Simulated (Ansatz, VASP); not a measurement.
# MgB2 in VASP and in Ansatz

The input INCAR:

```
SYSTEM = MgB2
PREC = Accurate ; ENCUT = 520
EDIFF = 1E-7 ; ISMEAR = 0
SIGMA = 0.1 ; LREAL = .False.
LASPH = .True. ; NELM = 60
ALGO = Normal ; ISIF = 2
LWAVE = .False. ; LCHARG = .False.
GGA = PE ; NBANDS = 11
```

File KPOINTS:

```
Automatic mesh
0
Gamma
  15 15 12
  0 0 0
```

The input POSCAR:

```
MgB2
1.0
    3.0283909426      0.0000000000      0.0000000000
   -1.5141954713      2.6226634889      0.0000000000
    0.0000000000      0.0000000000      3.5111979500
Mg B
1 2
Direct
    0.0000000000      0.0000000000      0.0000000000
    0.3333333333      0.6666666667      0.5000000000
    0.6666666667      0.3333333333      0.5000000000
```

Input for Ansatz:

```yaml
crystal:
  lattice:
    - [3.0283909426, 0.0, 0.0]
    - [-1.5141954713, 2.6226634889, 0.0]
    - [0.0, 0.0, 3.51119795]
  atoms:
    - { symbol: Mg, position: [0.0, 0.0, 0.0] }
    - { symbol: B, position: [0.3333333333, 0.6666666667, 0.5] }
    - { symbol: B, position: [0.6666666667, 0.3333333333, 0.5] }
basis:
  ecutwfc: 420
kpoints:
  mp_grid: { grid: [15, 15, 12] }
hamiltonian:
  xc: pbe
scf:
  occupations: { method: gaussian, width: 0.1 }
output:
  forces: true
  stress: true
  eigenvalues: true
  populations: true
```

Alike in both runs: task single point; functional PBE; k mesh 15 × 15 × 12; occupations gaussian, width 0.1 eV; no spin polarisation.

|  | VASP | Ansatz |
| --- | --- | --- |
| version | VASP 6.6.1 | Ansatz 0.2.0 |
| potentials or method | VASP PAW PBE potentials, release 64 (Mg, B) | scalar-relativistic, plane waves, PAW |
| plane-wave cutoff (eV) | 520 | 420 |
| valence electrons in the cell | 8 | 16 |

```csv
,VASP,Ansatz,Ansatz less VASP
gap on the k mesh at the Fermi level (eV),none,none,-
pressure (GPa),5.8,6.1,+0.23
largest component of the traceless stress (GPa),3.54,3.40,-0.145
```

A gap of «none» marks a metal or a gap that the smearing closes. The two sets of potentials don't hold the same shells in valence.
